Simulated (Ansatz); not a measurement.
An element in the bcc structure gives these cold pressures by all-electron LAPW under PBE (Ansatz 0.2.0, scalar-relativistic, no spin polarisation).

```csv
V (Å³/atom),P (GPa)
22.33,0.01
21.22,5.55
18.98,20.8
16.75,45.6
14.52,87.1
12.28,165.4
10.05,329.3
8.93,486.7
```

Task: Which element is it?

Result: Hf. Its zero-pressure volume in this structure is near 22.3 Å³/atom; the volume and the steepness of P(V) together point to it, though neighbours can come close. Neighbours weren't tried against these numbers.
